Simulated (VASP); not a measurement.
Wanted: the native input for a VASP 6.6.1 run.

```
Task                   : single point
Functional             : PBEsol
Potentials or basis    : VASP PAW PBE potentials, release 64 (K_sv, F)
Cutoff                 : 520 eV
k mesh                 : 8 × 8 × 8
Occupations            : gaussian, width 0.01 eV
Spin                   : no spin polarisation
Dipole correction      : no
Further INCAR settings : ALGO = Normal; EDIFF = 1e-07; NBANDS = 15
```

The structure of KF lies in POSCAR:

```
KF
1.0
    0.0000000000      2.6532659342      2.6532659342
    2.6532659342      0.0000000000      2.6532659342
    2.6532659342      2.6532659342      0.0000000000
K F
1 1
Direct
    0.0000000000      0.0000000000      0.0000000000
    0.5000000000      0.5000000000      0.5000000000
```

The cell isn't the ideal one: cell and atoms relaxed tightly for response.

One way to write it, as run:

INCAR

```
PREC     = Accurate       # precision mode
ENCUT    = 520            # plane-wave cutoff, eV
EDIFF    = 1E-7           # SCF threshold, eV
ISMEAR   = 0              # smearing method
SIGMA    = 0.01           # smearing width, eV
LREAL    = False          # projectors in reciprocal space
LASPH    = True           # aspherical terms in the spheres
NELM     = 100            # most SCF steps
ALGO     = Normal         # electronic algorithm
ISIF     = 2              # what is computed and relaxed
LWAVE    = False          # write WAVECAR
LCHARG   = False          # write CHGCAR
GGA      = PS             # functional
NBANDS   = 15             # bands
```

KPOINTS

```
Automatic mesh
0
Gamma
  8 8 8
```

Potentials or basis: VASP PAW PBE potentials, release 64 (K_sv, F).

The run is started by

```sh
$ cat potpaw_PBE.64/K_sv/POTCAR potpaw_PBE.64/F/POTCAR > POTCAR
$ mpirun -np 1 vasp_std > vasp.out
```

Results of the run:

* Pressure: 0.1 GPa
* Band gap on the k mesh: 6.13 eV, direct

Caveat: the PAW data sets were made with another functional, which shifts forces and pressure a little.

It took 10 s on 1 thread of Intel(R) Xeon(R) Platinum 8488C (Sapphire Rapids) (shared host), peak memory 0.16 GiB.
